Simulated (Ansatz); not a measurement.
Runs of Ansatz 0.2.0 on Cl. The structure is orthorhombic, space group Cmce (No. 64). The conventional cell has a = 6.290 Å, b = 4.500 Å, c = 8.210 Å, α = 90.00°, β = 90.00°, γ = 90.00°. Cl (site symmetry m) is surrounded by 1 Cl at 2.02 Å. 

| cell | gap on the mesh (eV) | pressure (GPa) |
| --- | --- | --- |
| relaxed to 20 GPa | 1.59 | 20.0 |
| relaxed | 2.03 | 0.0 |
| relaxed to 30 GPa | (a) | 30.0 |
| relaxed to 10 GPa | 1.77 | 10.0 |
| relaxed to 5 GPa | (b) | 5.0 |

Alike in all rows: task relaxation of cell and atoms; level PBEsol; potentials or basis all-electron LAPW, scalar-relativistic; no spin polarisation; k mesh 7 × 7 × 4; smearing fermi-dirac 0.05 eV; basis error allowed 0.002 eV/atom.

Problem. Fill in the values left out.

Solution. (a) 1.45; (b) 1.91.

Caveats: an odd mesh through Γ misses points on the zone boundary, where band edges often lie.
